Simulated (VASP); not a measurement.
# InP in VASP 6.6.1, single-point calculation

INCAR

```
NBANDS = 16
GGA = PE
ENCUT = 300
PREC = Accurate
LASPH = .TRUE.
NSW = 0
ISIF = 2
LWAVE = .FALSE.
LCHARG = .FALSE.
IBRION = -1
EDIFF = 0.001
ISMEAR = -1
SIGMA = 0.02
NELM = 85
LREAL = .FALSE.
```

KPOINTS

```
KPOINTS created by Atomic Simulation Environment
0
Gamma
8 8 8
0 0 0
```

POSCAR

```
In P
 1.0000000000000000
     0.0000000000000000    2.9537876347999998    2.8947118821000002
     2.9537876347999998    0.0000000000000000    2.8947118821000002
     2.9537876347999998    2.9537876347999998    0.0000000000000000
 In  P
   1   1
Cartesian
  0.0000000000000000  0.0000000000000000  0.0000000000000000
  1.4768938173999999  1.4768938173999999  1.4473559410500001
```

The recommended PBE PAW datasets give the neutral cell 18 valence electrons.

Command

```
mpirun -np 1 vasp_std
```

Task: How does this run end, and what does it give?

Result: It converged. Results: gap between bands v and c on the k mesh 0.62 eV; least direct gap on the k mesh 0.62 eV; pressure 2.3 GPa. Band v is the last that the valence electrons fill when counted band by band, and c is the next.

OSZICAR

```
N       E                     dE             d eps       ncg     rms          rms(c)
DAV:   1     0.937010181164E+02    0.93701E+02   -0.62352E+03  1912   0.839E+02
DAV:   2    -0.337883045004E+01   -0.97080E+02   -0.93482E+02  2168   0.238E+02
DAV:   3    -0.867679736438E+01   -0.52980E+01   -0.52831E+01  2480   0.601E+01
DAV:   4    -0.879570276060E+01   -0.11891E+00   -0.11889E+00  2504   0.975E+00
DAV:   5    -0.880006908492E+01   -0.43663E-02   -0.43663E-02  2704   0.146E+00    0.569E+00
DAV:   6    -0.840876840384E+01    0.39130E+00   -0.61227E-01  3024   0.122E+01    0.343E+00
DAV:   7    -0.837896729327E+01    0.29801E-01   -0.15469E-01  2720   0.301E+00    0.129E+00
DAV:   8    -0.837935098675E+01   -0.38369E-03   -0.14948E-02  2328   0.140E+00    0.302E-01
DAV:   9    -0.837990209291E+01   -0.55111E-03   -0.92509E-04  1824   0.336E-01
   1 F= -.83799021E+01 E0= -.83799021E+01  d E =-.468539E-09
```

Standard output (part)

```
POSCAR found type information on POSCAR InP
 POSCAR found :  2 types and       2 ions
 LDA part: xc-table for (Slater+PW92), standard interpolation
 POSCAR, INCAR and KPOINTS ok, starting setup
 WAVECAR not read
 entering main loop
```

These settings aren't sound, so the numbers aren't properties of the crystal.

On sound settings PBE gives a gap of 0.63 eV on its mesh and a pressure of 3.0 GPa for the intended cell.
